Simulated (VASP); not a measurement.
MgB2: single point with PBEsol

The system is MgB2.

```
CELL_PARAMETERS angstrom
3.08500 0.00000 0.00000
-1.54250 2.67169 0.00000
0.00000 0.00000 3.52300
ATOMIC_POSITIONS crystal
Mg 0.00000 0.00000 0.00000
B 0.66667 0.33333 0.50000
B 0.33333 0.66667 0.50000
```

- Program: VASP 6.6.1
- Task: single point
- Functional: PBEsol
- Potentials or basis: VASP PAW PBE potentials, release 64 (Mg, B)
- Cutoff: 520 eV
- k mesh: 10 × 10 × 8
- Occupations: fermi-dirac, width 0.05 eV
- Spin: no spin polarisation
- Ladder: free
- Further INCAR settings: ALGO = Normal; EDIFF = 1e-07; NBANDS = 11

- Pressure: -3.0 GPa
- Band gap on the k mesh: none (metal or under the smearing width)

Stress tensor (GPa, compression positive):
```
-2.91  0.00  0.00
 0.00 -2.91  0.00
 0.00  0.00 -3.29
```

Levels at points of the mesh, in eV from the Fermi level:
```tsv
k point	band 2	band 3	band 4	band 5	band 6	band 7
(0.00, 0.00, 0.00)	-2.99	0.34	0.34	1.57	6.24	6.24
(0.50, 0.00, 0.00)	-7.87	-2.20	0.17	3.02	3.78	5.24
(0.00, 0.00, 0.50)	-7.50	0.72	0.72	6.57	6.57	7.90
(0.50, 0.00, 0.50)	-6.96	-3.63	-1.91	-1.37	5.64	8.67
```

Run time: 15 s on 1 thread of Intel(R) Xeon(R) Platinum 8259CL CPU @ 2.50GHz (Skylake/Cascade Lake) (shared host), peak memory 0.16 GiB.

Caveat: the PAW data sets were made with another functional, which shifts forces and pressure a little.
